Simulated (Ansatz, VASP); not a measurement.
## One calculation of HfC, two programs

File INCAR:

```
ALGO = Normal
EDIFF = 1E-6
ENCUT = 520
GGA = PE
ISIF = 2
ISMEAR = 0
LASPH = True
LCHARG = False
LREAL = False
LWAVE = False
NBANDS = 14
NELM = 80
PREC = Accurate
SIGMA = 0.1
```

File KPOINTS:

```
k-points
0
Gamma
  16 16 16
```

File POSCAR:

```
HfC
1.0
    0.0000000000      2.4008220939      2.4008220939
    2.4008220939      0.0000000000      2.4008220939
    2.4008220939      2.4008220939      0.0000000000
Hf C
1 1
Direct
    0.5000000000      0.5000000000      0.5000000000
    0.0000000000      0.0000000000      0.0000000000
```

Input for Ansatz:

```yaml
crystal:
  lattice:
    - [0.0, 2.4008220939, 2.4008220939]
    - [2.4008220939, 0.0, 2.4008220939]
    - [2.4008220939, 2.4008220939, 0.0]
  atoms:
    - { symbol: Hf, position: [0.5, 0.5, 0.5] }
    - { symbol: C, position: [0.0, 0.0, 0.0] }
basis:
  ecutwfc: 420
kpoints:
  mp_grid: { grid: [16, 16, 16] }
hamiltonian:
  xc: pbe
scf:
  occupations: { method: gaussian, width: 0.1 }
output:
  forces: true
  stress: true
  eigenvalues: true
```

Alike in both runs: task single point; functional PBE; k mesh 16 × 16 × 16; occupations gaussian, width 0.1 eV; no spin polarisation.

|  | VASP | Ansatz |
| --- | --- | --- |
| version | VASP 6.6.1 | Ansatz 0.2.0 |
| potentials or method | VASP PAW PBE potentials, release 64 (Hf_pv, C) | scalar-relativistic, plane waves, PAW |
| plane-wave cutoff (eV) | 520 | 420 |
| valence electrons in the cell | 14 | 30 |

VASP gave:

- gap on the k mesh at the Fermi level (eV): none
- pressure (GPa): -19.3

Problem. Which values does Ansatz return?

Solution. gap on the k mesh at the Fermi level (eV): none; pressure (GPa): -18.5.

A gap of «none» marks a metal or a gap that the smearing closes. The two sets of potentials don't hold the same shells in valence.

Caveats: so large a pressure means that the cell lies far from this level's equilibrium, or that cutoff or potentials fall short (VASP). Spin-orbit coupling is left out, which matters for the levels of Hf.
